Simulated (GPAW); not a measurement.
Runs of GPAW 26.7.0 on Cu. All rows change the cell; the cell of one of them follows. The typed cell holds 1 atom: a = 2.479 Å, b = 2.477 Å, c = 2.450 Å, α = 108.63°, β = 107.81°, γ = 112.70°. This isn't the form of Cu at room conditions, which is fcc.

| task | level | potentials or basis | cell | k mesh | optimizer | fmax | max steps | convergence | mesh quality | gap on the mesh (eV) | pressure (GPa) | relaxed volume (Å³/atom) |
| --- | --- | --- | --- | --- | --- | --- | --- | --- | --- | --- | --- | --- |
| relaxation of cell and atoms | PBEsol+D3 | PAW data sets generated in the run's folder for this functional, pw | relaxed from: cell sheared at random, sigma 0.01, atoms nudged by 0.01 Å | 8 × 8 × 8 | BFGS | 0.02 eV/Å | 60 | density=1e-05 forces=0.0001 | coarse | none | 0.0 | 11.02 |
| single point | PBE | GPAW PAW data sets (gpaw-data 1.2.1), pw | strain = 0.02; cell sheared at random, sigma 0.01, atoms nudged by 0.01 Å | 13 × 13 × 13 | - | - | - | - | not flagged | none | 9.0 | - |
| relaxation of cell and atoms | PBEsol | PAW data sets generated in the run's folder for this functional, pw | relaxed from: cell sheared at random, sigma 0.01, atoms nudged by 0.01 Å | 8 × 8 × 8 | BFGS | 0.02 eV/Å | 60 | density=1e-05 forces=0.0001 | coarse | none | -0.1 | 11.52 |
| relaxation of cell and atoms | PBEsol+D4 | PAW data sets generated in the run's folder for this functional, pw | relaxed from: cell sheared at random, sigma 0.01, atoms nudged by 0.01 Å | 8 × 8 × 8 | BFGS | 0.02 eV/Å | 60 | density=1e-05 forces=0.0001 | coarse | none | 0.0 | (b) |
| relaxation of cell and atoms | PBEsol+D3(BJ)+ATM | PAW data sets generated in the run's folder for this functional, pw | relaxed from: cell sheared at random, sigma 0.01, atoms nudged by 0.01 Å | 8 × 8 × 8 | BFGS | 0.02 eV/Å | 60 | density=1e-05 forces=0.0001 | coarse | none | -0.1 | 11.15 |
| single point | PBE | GPAW PAW data sets (gpaw-data 1.2.1), pw | cell sheared at random, sigma 0.01, atoms nudged by 0.01 Å | 13 × 13 × 13 | - | - | - | - | not flagged | none | 9.0 | - |
| relaxation of cell and atoms | PBEsol+D3(BJ) | PAW data sets generated in the run's folder for this functional, pw | relaxed from: cell sheared at random, sigma 0.01, atoms nudged by 0.01 Å | 8 × 8 × 8 | BFGS | 0.02 eV/Å | 60 | density=1e-05 forces=0.0001 | coarse | none | 0.1 | (a) |

Alike in all rows: no spin polarisation; cutoff (eV) 600; smearing fermi-dirac 0.05 eV.

Estimate the missing entries.

(a) 11.00; (b) 11.23.

Caveats: some runs use coarse meshes; with this Cu data set, volumes or pressures lay over 1.5 % or 2 GPa off other programs in two to four cells of ten; later steps reuse the first step's grids (some runs); pairwise dispersion overbinds metals, which lowers pressure and volume (some runs); the density grid can change from cell to cell, which puts small steps into energies and stress (some runs).

A gap of «none» marks a metal or a gap under the smearing width.
